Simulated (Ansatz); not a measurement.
# ZnS: experiment and calculation

**What was measured.**

A printed reference work (textbook) reports, for a bulk crystal of ZnS at 300 K: lattice constant a 3.82 Å.

From a printed reference work (monograph), for a bulk crystal of ZnS: lattice constant c 6.261 Å; band gap 3.58 eV (direct) at 300 K.

Method: DFT PBE, scalar-relativistic, plane waves, PAW in Ansatz.

Plane waves to 420 eV, a k mesh through Γ of 12×12×4 on the computed 4-atom cell and Gaussian smearing (0.02 eV); no spin polarisation.

Relaxed structure:

```cif
data_structure
_symmetry_space_group_name_H-M 'P6_3mc'
_symmetry_Int_Tables_number 186
_cell_length_a 3.8456
_cell_length_b 3.8456
_cell_length_c 6.3071
_cell_angle_alpha 90.000
_cell_angle_beta 90.000
_cell_angle_gamma 120.000
_cell_volume 80.78
loop_
_atom_site_label
_atom_site_type_symbol
_atom_site_symmetry_multiplicity
_atom_site_Wyckoff_symbol
_atom_site_fract_x
_atom_site_fract_y
_atom_site_fract_z
_atom_site_occupancy
Zn1 Zn 2 b 0.66667 0.33333 0.64542 1
S1 S 2 b 0.66667 0.33333 0.01987 1
```

```json
{
  "Space group": "P6_3mc (No. 186)",
  "Volume per atom": "20.19 Å³",
  "Formation energy from the elements' standard states (uncorrected)": "-0.819 eV/atom",
  "Kohn–Sham band gap": "2.08 eV, direct at Γ",
  "Orbital (Löwdin) character of the top 1 eV of the valence band": "S 3p 88 %, Zn 3d 8 %",
  "Orbital (Löwdin) character of the lowest 1 eV of the conduction band": "Zn 4s 56 %, S 3s 26 %, S 3p 14 %, unprojected 4 %",
  "Electron masses at the edge by direction of the standard setting (m_e; one valley, along these axes only; no spin-orbit coupling)": "x: 0.18; y: 0.18; z: 0.16",
  "Hole masses at the edge by direction of the standard setting (m_e; one valley, along these axes only; no spin-orbit coupling)": "x: 1.6, 0.17; y: 1.6, 0.17; z: 1.6, 1.6",
  "Bader charge by site (e)": "Zn (2 in the cell) 0.89, S (2 in the cell) -0.89"
}
```

Measured lattice constant a of ZnS: 3.82 Å (300 K; a printed reference work (textbook)). This calculation gives 3.846 Å (+0.7 %). A measured lattice constant c of ZnS is 6.261 Å (a printed reference work (monograph)); the calculated 6.307 Å exceeds it by 0.7 %. The calculation is for 0 K without zero-point motion. Measured band gap of ZnS: 3.58 eV (direct; 300 K; a printed reference work (monograph)). This calculation gives 2.08 eV (-1.50 eV). Kohn–Sham gaps of semilocal functionals fall short of measured ones as a rule.

The cell was reached from a generator's guess, though it ends in a space group that the Crystallography Open Database lists for this formula. Löwdin shares on free-atom orbitals overweight diffuse shells in the empty bands.
